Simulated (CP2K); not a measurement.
Runs of CP2K 2026.2 on CdTe. Symmetry: F-43m, No. 216, cubic system. Conventional cell: a = 6.410 Å, b = 6.410 Å, c = 6.410 Å, α = 90.00°, β = 90.00°, γ = 90.00°. Te (site symmetry -43m) has 4 Cd at 2.78 Å as nearest neighbours. Cd (site symmetry -43m) is surrounded by 4 Te at 2.78 Å. 

| task | level | potentials or basis | smearing | EPS_DEFAULT | NGRIDS | points a segment of the path (NPOINTS) | bands added on the path | CUTOFF of the grids | gap on the mesh (eV) | pressure (GPa) |
| --- | --- | --- | --- | --- | --- | --- | --- | --- | --- | --- |
| band structure | r2SCAN | POTENTIAL_UZH Te GTH-SCAN-q6, Cd GTH-SCAN-q12; TZVP-MOLOPT-SCAN-GTH basis | fermi-dirac 0.05 eV | 1.0E-9 | 4 | 10 | 4 | 675 Ry | 1.27 | 3.3 |
| band structure | LDA | GTH_POTENTIALS Te GTH-PADE-q6, Cd GTH-PADE-q12; TZVP-MOLOPT-PBE-GTH basis | fermi-dirac 0.05 eV | 1.0E-10 | 5 | 6 | 6 | 450 Ry | (b) | 0.5 |
| band structure | TB-mBJ | POTENTIAL_UZH Te GTH-PBE-q6, Cd GTH-PBE-q12; TZVP-MOLOPT-PBE-GTH basis | fermi-dirac 0.0259 eV | 1.0E-10 | 5 | 10 | 2 | 675 Ry | 0.67 | - |
| band structure | PBEsol | POTENTIAL_UZH Te GTH-PBE-q6, Cd GTH-PBE-q12; TZVP-MOLOPT-PBE-GTH basis | fermi-dirac 0.1 eV | 1.0E-9 | 4 | 10 | 2 | 450 Ry | (a) | 2.9 |

Alike in all rows: no spin polarisation; cell as given; k mesh 7 × 7 × 7.

Q: Estimate the missing entries.

A: (a) 0.73; (b) 0.65.

Caveats: spin-orbit coupling is left out, which moves the levels of the heavy elements; the basis of atomic orbitals isn't converged, which shifts pressures, moduli and gaps; the potentials were made for another functional, which shifts forces and pressure (some runs); this is a model potential without an energy functional, so only levels have meaning (some runs).

A k mesh can miss the band edges, and the runs leave out spin-orbit coupling on Cd, Te.
